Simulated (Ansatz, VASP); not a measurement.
## Sr in VASP and in Ansatz

```
Sr
1.0
     0.00000    4.68222    4.68222
     4.68222    0.00000    4.68222
     4.68222    4.68222    0.00000
Sr
2
Direct
  0.12500 0.12500 0.12500
  0.87500 0.87500 0.87500
```

Alike in both runs: task single point; functional PBEsol; k mesh 7 × 7 × 7; occupations fermi-dirac, width 0.1 eV; no spin polarisation.

```csv
,VASP,Ansatz
version,VASP 6.6.1,Ansatz 0.2.0
potentials or method,"VASP PAW PBE potentials, release 64 (Sr_sv)","plane waves (420 eV) with PAW, scalar-relativistic"
plane-wave cutoff (eV),520,420
valence electrons in the cell,20,20
```

|  | VASP | Ansatz | Ansatz less VASP |
| --- | --- | --- | --- |
| pressure (GPa) | 0.0 | 0.0 | 0.00 |

With one functional, cell and mesh, what is left measures potentials, basis and numerics. Ansatz warned: «pseudo_functional_mismatch».

Caveats: the PAW data sets were made with another functional, which shifts forces and pressure a little (VASP).
